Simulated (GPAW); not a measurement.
Wanted: an ASE script for a GPAW 26.7.0 run.

```
Task                      : band structure
Functional                : PW91
Potentials or basis       : PAW data sets generated in the run's folder for this functional
Cutoff                    : 600 eV
Basis                     : pw
k mesh                    : 10 × 10 × 10
Occupations               : fermi-dirac, width 0.05 eV
Spin                      : spin-orbit coupling, no magnetisation
Maxiter                   : 150
Band path                 : GHNGPH,PN
Band points               : 100
spin axis theta (degrees) : 0
spin axis phi (degrees)   : 0
Soc after scf             : second variation
```

The structure of Hf lies in Hf.cif:

```cif
data_Hf
_cell_length_a 3.12635171
_cell_length_b 3.12635171
_cell_length_c 3.12635171
_cell_angle_alpha 109.47122063
_cell_angle_beta 109.47122063
_cell_angle_gamma 109.47122063
_space_group_name_H-M_alt 'P1'
_space_group_name_Hall 'P 1'
_space_group_IT_number 1
loop_
_space_group_symop_operation_xyz
'x,y,z'
loop_
_atom_site_label
_atom_site_type_symbol
_atom_site_symmetry_multiplicity
_atom_site_Wyckoff_symbol
_atom_site_fract_x
_atom_site_fract_y
_atom_site_fract_z
_atom_site_occupancy
Hf1 Hf 1 a 0.0000000000 0.0000000000 0.0000000000 1
```

This isn't the form of Hf at room conditions, which is hcp.

The input as run:

run.py

```python
import numpy as np
from ase.dft.bandgap import bandgap
from ase.io import read, write
from ase.units import GPa
from gpaw import GPAW, PW, setup_paths
from gpaw.spinorbit import soc_eigenstates

setup_paths.insert(0, '.')

atoms = read('Hf.cif')

calc = GPAW(mode=PW(600),
            xc='GGA_X_PW91+GGA_C_PW91',
            kpts={'size': (10, 10, 10), 'gamma': True},
            occupations={'name': 'fermi-dirac', 'width': 0.05},
            nbands=14,
            convergence={'density': 1e-05, 'energy': 1e-05},
            maxiter=150,
            txt='gpaw.txt')
atoms.calc = calc
energy = atoms.get_potential_energy()
forces = atoms.get_forces()
stress = atoms.get_stress()
calc.write('gs.gpw')
write('result.traj', atoms)
print(f'Energy: {energy:.6f} eV')
print('Forces (eV/A):')
print(forces.round(4))
print('Stress (GPa):', (stress / GPa).round(3))
print('Fermi level:', round(calc.get_fermi_level(), 4), 'eV')
print(f'Gap: {bandgap(calc)[0]:.4f} eV, direct: {bandgap(calc, direct=True)[0]:.4f} eV')

path = atoms.cell.bandpath('GHNGPH,PN', npoints=100, eps=1e-4)
bs_calc = calc.fixed_density(kpts=path, symmetry='off', nbands=22,
                             convergence={'bands': 'CBM+6.0', 'eigenstates': 1e-6}, txt='bands.txt')
bs = bs_calc.band_structure()
bs.write('bs.json')
print(f'Gap on the path: {bandgap(bs_calc)[0]:.4f} eV')

soc = soc_eigenstates(bs_calc, theta=0, phi=0)
np.savetxt('soc_bands.dat', soc.eigenvalues(), fmt='%.4f')
mesh = soc_eigenstates('gs.gpw', theta=0, phi=0)
np.savetxt('soc_mesh.dat', mesh.eigenvalues(), fmt='%.4f')
print('Fermi level with spin-orbit coupling:', round(mesh.fermi_level, 4), 'eV')
```

Potentials or basis: PAW data sets generated in the run's folder for this functional, pw.

Command:

```sh
$ gpaw-setup -f GGA_X_PW91+GGA_C_PW91 Hf
$ OMP_NUM_THREADS=1 python run.py
```

It gave:

```yaml
Pressure: -5.2 GPa
Band_gap_along_the_path: none (metal or under the smearing width)
```

Caveat: spin-orbit coupling was added after a scalar SCF, so levels and gaps hold it while energy, forces, pressure and moments don't; this program's spin-orbit splittings come out too wide for heavy elements.

Run time: 39 s on 1 thread of Intel(R) Xeon(R) Processor @ 2.70GHz, with other jobs on the host, peak memory 0.24 GiB.
